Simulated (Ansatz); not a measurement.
A nudged elastic band was laid between two geometries of a periodic cell of 25 atoms, Zr4Si4HO16 (host ZrSiO4, host structure I4_1/amd, interstitial H).

All numbers below come from DFT PBE-D3(BJ), scalar-relativistic, plane waves, PAW in Ansatz. Settings: PAW set soft_1, cutoff 420 eV, k mesh 2x2x2, gaussian smearing 0.02 eV, spin collinear.

```yaml
movable_images: 7
climbing_image: yes
spring: 5.0 eV/Å²
optimiser: quadratic models (default)
start_path: IDPP
force_threshold: 0.03 eV/Å
iteration_limit: 80
end_points: relaxed
```

Image 0:

```xyz
25
Lattice="6.5592 0.0000 0.0000 0.0000 6.5592 0.0000 0.0000 0.0000 5.9553" Properties=species:S:1:pos:R:3
Zr -0.029 3.301 1.483
Zr -0.029 -0.015 0.005
Si -0.008 0.011 2.978
Si 3.256 0.010 1.488
O 3.175 2.065 4.877
O 4.466 0.078 0.411
O 0.016 1.205 1.867
O 2.038 -0.051 0.419
O 3.175 1.221 2.567
O 1.215 -0.230 4.042
O 3.353 5.349 2.549
O 2.038 3.337 1.069
Zr 3.275 -0.009 4.469
Zr 3.275 3.295 2.975
Si 3.256 3.275 0.000
Si -0.008 3.275 4.465
O -0.111 5.361 1.892
O 1.215 3.516 3.401
O 3.353 4.496 4.895
O 5.334 3.218 3.392
O -0.111 4.484 5.552
O 4.466 3.208 1.077
O 0.016 2.081 5.577
O 5.334 0.067 4.051
H 0.866 1.643 3.722
```

Image 8:

```xyz
25
Lattice="6.5592 0.0000 0.0000 0.0000 6.5592 0.0000 0.0000 0.0000 5.9553" Properties=species:S:1:pos:R:3
Zr -0.069 3.321 1.494
Zr 0.030 0.029 0.002
Si 0.012 0.011 2.980
Si 3.336 -0.079 1.483
O 3.220 2.008 4.881
O 4.518 -0.076 0.379
O -0.009 1.247 1.922
O 2.082 -0.013 0.454
O 3.527 1.128 2.547
O 1.248 -0.006 4.037
O 3.282 5.276 2.560
O 2.007 3.223 1.075
Zr 3.322 -0.068 4.464
Zr 3.202 3.203 2.979
Si 3.222 3.224 0.001
Si -0.079 3.334 4.476
O -0.026 5.379 1.890
O 1.129 3.519 3.412
O 3.231 4.451 4.901
O 5.276 3.283 3.399
O -0.074 4.518 5.579
O 4.449 3.231 1.056
O -0.016 2.082 5.506
O 5.380 -0.028 4.069
H 1.767 1.759 2.955
```

Question: Which bonds break or form, and what moves?

Answer: The atom that moves furthest is H25, by 1.19 Å; four of its nearest neighbours are O18 1.93, O10 1.93, Si16 2.00, Si3 2.00 Å at the first end and O9 1.91, O18 1.93, Zr14 2.04, O7 2.12 Å at the last.

Question: What energy profile does the band end with?

Answer: The forces met the threshold. The highest image is number 4 of 0 to 8, 0.094 eV above the first end and 0.077 eV above the last; the last end lies 0.016 eV above the first. By the program's own check the climbing image is of a kind that is not told: the force calls were inconclusive, a negative curvature could not be distinguished from the path's own, the only one lies far off the path, or fixed occupations may fill a level only in part (lowest curvatures found: -0.67 and 1.11 eV/Å²). Limits of this set-up: coarse k mesh, a small cell, in which the defect meets its images, a typed lattice constant that wasn't relaxed here.

```tsv
image	path coordinate (Å)	energy (eV)	Zr14–H25 (Å)
0	0.00	0.000	3.01
1	0.17	0.015	2.86
2	0.35	0.051	2.72
3	0.52	0.083	2.57
4	0.69	0.094	2.42
5	0.88	0.078	2.24
6	1.07	0.040	2.10
7	1.26	0.020	2.05
8	1.45	0.016	2.04
```

Question: What is the geometry of the highest image?

Answer: 
```xyz
25
Lattice="6.5592 0.0000 0.0000 0.0000 6.5592 0.0000 0.0000 0.0000 5.9553" Properties=species:S:1:pos:R:3
Zr -0.050 3.320 1.482
Zr -0.006 0.021 -0.009
Si -0.006 0.011 2.967
Si 3.293 -0.047 1.480
O 3.220 2.025 4.884
O 4.485 0.000 0.384
O -0.003 1.239 1.895
O 2.053 -0.049 0.434
O 3.338 1.166 2.550
O 1.212 -0.160 4.042
O 3.328 5.296 2.549
O 2.025 3.253 1.082
Zr 3.292 -0.051 4.462
Zr 3.230 3.234 2.983
Si 3.242 3.236 0.007
Si -0.044 3.335 4.458
O -0.095 5.382 1.872
O 1.151 3.611 3.387
O 3.287 4.460 4.902
O 5.299 3.249 3.391
O -0.120 4.507 5.573
O 4.459 3.206 1.072
O 0.043 2.083 5.492
O 5.348 0.038 4.049
H 1.418 1.706 3.470
```

Time of the run: 4.9 min on 4 threads of Intel(R) Xeon(R) Platinum 8488C (Sapphire Rapids), on a shared host, peak memory 3.4 GiB.
